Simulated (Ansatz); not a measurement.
Sn under changes of volume

One of the cells (27.353 Å³/atom); the others are scaled copies at fixed shape and fractional positions:

```
Sn
1.0
    -2.02919    2.02919    1.66076
     2.02919   -2.02919    1.66076
     2.02919    2.02919   -1.66076
Sn
1
Direct
  0.00000 0.00000 0.00000
```

This isn't the form of Sn at room conditions, which is tetragonal (white tin).

| Quantity | Value |
| --- | --- |
| Program | Ansatz 0.2.0 |
| Functional | PBEsol |
| Potentials or basis | all-electron LAPW, scalar-relativistic |
| Cutoff | 166 eV (chosen from the basis error) |
| Basis error allowed | 0.001 eV/atom |
| k mesh | 10 × 10 × 10 |
| Occupations | methfessel-paxton, width 0.1 eV |
| Spin | no spin polarisation |

```csv
volume (Å³/atom),energy over the lowest point (meV/atom),pressure (GPa)
25.712,2.19,1.3
26.259,0.00,0.0
26.806,?,?
27.353,7.05,-2.0
27.901,15.17,-2.8
28.448,25.96,-3.5
28.995,39.22,-4.2
```

Question: What does the run at 26.806 Å³/atom give?

Answer: Energy over the lowest point 1.84 meV/atom; pressure -1.0 GPa.

Worked out: A Birch-Murnaghan fit of order 3 (a polynomial in V^(-2/3)) to the other rows has its minimum at 26.27 Å³/atom with B0 = V·E''(V) = 54 GPa and B' = 5.0 at fixed shape and positions, which overstates the stiffness. It gives 1.81 meV/atom at 26.806 Å³/atom, against the run's 1.84, and -dE/dV = -1.0 GPa, against -1.0.

Energies are extrapolated to zero smearing.
